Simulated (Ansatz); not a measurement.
K2S (antifluorite), relaxed with r2SCAN: the symmetry is Fm-3m (No. 225, cubic); a = 7.406 Å in the conventional setting, 33.84 Å³ an atom. S is surrounded by 8 K at 3.21 Å; K is surrounded by 4 S at 3.21 Å. One-shot G0W0@PBE in the plane-wave code Ansatz on a 4×4×4 mesh (contour deformation, no spin-orbit coupling), from a PBE gap of 2.381 eV over the mesh points (the G0W0 gap is indirect on the mesh); the number N of bands summed and the screening cutoff rise together. No spin polarisation and no zero-point or thermal motion.

| N | cutoff (eV) | 1000/N | G0W0 gap (eV) |
| --- | --- | --- | --- |
| 176 | 80 | 5.682 | 3.780 |
| 393 | 140 | 2.545 | 3.922 |

Task: Lay a straight line in 1000/N through these rows.

Result: The slope is -0.0453 eV per unit of 1000/N and the intercept 4.037 eV.

Task: Predict the gap at N = 713 (210 eV).

Result: 4.037 + (-0.0453) × 1.403 = 3.973 eV; the run gives 3.979 eV, +0.006 eV from the line.

Task: With that run's result added, what limit do the last two rows suggest?

Result: Their slope is (3.979 − 3.922)/(1.403 − 2.545) = -0.0499, which meets 1/N = 0 at 4.05 eV, against 4.037 eV from the first line. The slope steepens, so 1/N isn't yet asymptotic and the true limit probably lies higher still; the k mesh isn't extrapolated.
